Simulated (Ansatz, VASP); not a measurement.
# NiO in VASP and in Ansatz

```
CELL_PARAMETERS angstrom
0.00000 2.24063 2.24063
2.24063 0.00000 2.24063
2.24063 2.24063 0.00000
ATOMIC_POSITIONS crystal
Ni 0.00000 0.00000 0.00000
O 0.75000 0.75000 0.75000
```

The cell was built by a generator and needn't be a form met in nature.

Alike in both runs: task band structure; functional r2SCAN; k mesh 7 × 7 × 7; occupations fermi-dirac, width 0.05 eV; collinear spin, ferromagnetic start.

|  | VASP | Ansatz |
| --- | --- | --- |
| version | VASP 6.6.1 | Ansatz 0.2.0 |
| potentials or method | VASP PAW PBE potentials, release 64 (Ni, O) | Ansatz PAW |
| plane-wave cutoff (eV) | 520 | 500 |
| valence electrons in the cell | 16 | 24 |

Ansatz gave:

* gap on the k mesh at the Fermi level (eV): none
* pressure (GPa): -4.6
* net moment per atom (μB): 1.00
* size of the moment on the site where the two differ most (μB): 1.59

Task: What did VASP give for the same quantities?

Result: gap on the k mesh at the Fermi level (eV): none; pressure (GPa): -4.6; net moment per atom (μB): 1.00; size of the moment on the site where the two differ most (μB): 1.61.

Site moments also hang on the region over which each program counts them. A gap of «none» marks a metal or a gap that the smearing closes. With one functional, cell and mesh, what is left measures potentials, basis and numerics. The two sets of potentials don't hold the same shells in valence.

Caveats: a cell with one magnetic atom can't hold antiferromagnetic order, which such compounds often take; semilocal functionals often make such compounds metallic where correlation or magnetic order opens a gap, which also shifts bond lengths; the PAW data sets were made with another functional, which shifts forces and pressure a little (VASP); the magnetic or orbital state may not be the lowest (Ansatz); the PAW data sets come from PBE, with cores solved anew for the run's functional, which leaves a small shift of forces and pressure (Ansatz).
